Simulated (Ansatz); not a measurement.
# HfS2 (P-3m1): cell relaxations under several functionals from a Python script

Aim: cell relaxations under several functionals, for HfS2 (P-3m1), run from a script.

Program: Ansatz 0.2.0, driven from Python. The levels of theory stand in the script. These are calculated values, not measurements.

**1. The structure**

Symmetry: P-3m1, No. 164, trigonal system. Conventional cell: a = 3.640 Å, b = 3.640 Å, c = 6.056 Å, α = 90.00°, β = 90.00°, γ = 120.00°. Hf (site symmetry -3m) is surrounded by 6 S at 2.54 Å. S (site symmetry 3m) is surrounded by 3 Hf at 2.54 Å.

The script holds or builds the structure itself.

**2. The script**

The input, lattice_hfs2.py:

```python
# -*- coding: utf-8 -*-
"""Relaxed cell of HfS2 under several functionals."""

import warnings

import ansatz as az
import numpy as np
from pymatgen.core import Lattice, Structure
from pymatgen.io.ase import AseAtomsAdaptor

def edges_and_angles(cell):
    cell = np.asarray(cell)
    a, b, c = np.linalg.norm(cell, axis=1)
    cosines = cell[1] @ cell[2] / (b * c), cell[0] @ cell[2] / (a * c), cell[0] @ cell[1] / (a * b)
    return (a, b, c, *np.degrees(np.arccos(cosines)))

warnings.simplefilter("ignore", az.DeckWarning)

pmg_structure = Structure(
    Lattice([(3.63966418, 0.0, 0.0), (-1.81983209, 3.15204164, 0.0), (0.0, 0.0, 6.05556247)]),
    ["Hf", "S", "S"],
    [
        (0.0, 0.0, 0.0),
        (2 / 3, 1 / 3, 0.76395205),
        (1 / 3, 2 / 3, 0.23604795),
    ],
)
structure = az.Crystal.from_ase(AseAtomsAdaptor.get_atoms(pmg_structure))

calculation = (
    structure.calculation()
    .kpoints(12, 12, 4)
    .basis(38 * az.Ry)
    .occupations("fixed")
    .relax(cell=True, force_tolerance=0.005, max_steps=40)
)

levels = [("r2scan", "d4"), ("lda", "none"), ("pbesol", "none"), ("pbe", "d3bj")]
print("level            a       b       c    alpha   beta  gamma  V/atom  steps")
for name, dispersion in levels:
    seen = []
    run = calculation.functional(name, dispersion=dispersion).session().plan()
    result = run.execute(on_event=lambda e: seen.append(e) if e["event"] == "relax_step" else None)
    cell = result.lattice.cell_ang
    label = name if dispersion == "none" else f"{name}+{dispersion}"
    print("{:13s} {:7.4f} {:7.4f} {:7.4f} {:6.2f} {:6.2f} {:6.2f}".format(label, *edges_and_angles(cell)), f"{abs(np.linalg.det(cell)) / len(result.lattice.sites):7.3f} {len(seen):5d}")
```

**3. The calls as engine input**

The package turns the script's settings into the engine's input (first run):

```yaml
crystal:
  lattice:
    - [3.63966418, 0.0, 0.0]
    - [-1.81983209, 3.15204164, 0.0]
    - [0.0, 0.0, 6.05556247]
  atoms:
    - { symbol: Hf, position: [0.0, 0.0, 0.0] }
    - { symbol: S, position: [0.6666666666666666, 0.3333333333333333, 0.76395205] }
    - { symbol: S, position: [0.3333333333333333, 0.6666666666666666, 0.23604795] }
basis:
  ecutwfc: 517.016338673772
kpoints:
  mp_grid:
    grid: [12, 12, 4]
hamiltonian:
  xc: r2scan
  dispersion: d4
scf:
  occupations:
    method: fixed
relax:
  f_tol: 0.005
  max_steps: 40
  cell: {}
```

**4. The run**

The run is started by

```console
$ python lattice_hfs2.py
```

**Question.** Rank the levels of theory by the volume of the relaxed cell.

The runs gave:

```
       quantity                                     value
  runs compared                                         4
 relaxed volume  20.75 (lda) to 22.79 Å³/atom (r2scan d4)
gap on the mesh            0.58 (lda) to 1.43 eV (r2scan)
```

In words: From smallest to largest: LDA (20.75 Å³ an atom, -10.4 % against the start), PBE+D3BJ (21.66 Å³ an atom, -6.5 % against the start), PBEsol (22.15 Å³ an atom, -4.3 % against the start) and r2SCAN+D4 (22.79 Å³ an atom, -1.6 % against the start). The spread is 9.8 % in volume. In run 1, over 3 moves the cell shrank by 1.6 % in volume, and the space group stayed P-3m1. In run 4, over 4 moves the cell shrank by 6.5 % in volume, and the space group stayed P-3m1. Caveats:
- The run is spin-unpolarised.
- Spin-orbit coupling, which matters for elements this heavy, is left out.
- This cell is a computed structure, which may not be the phase found in nature.
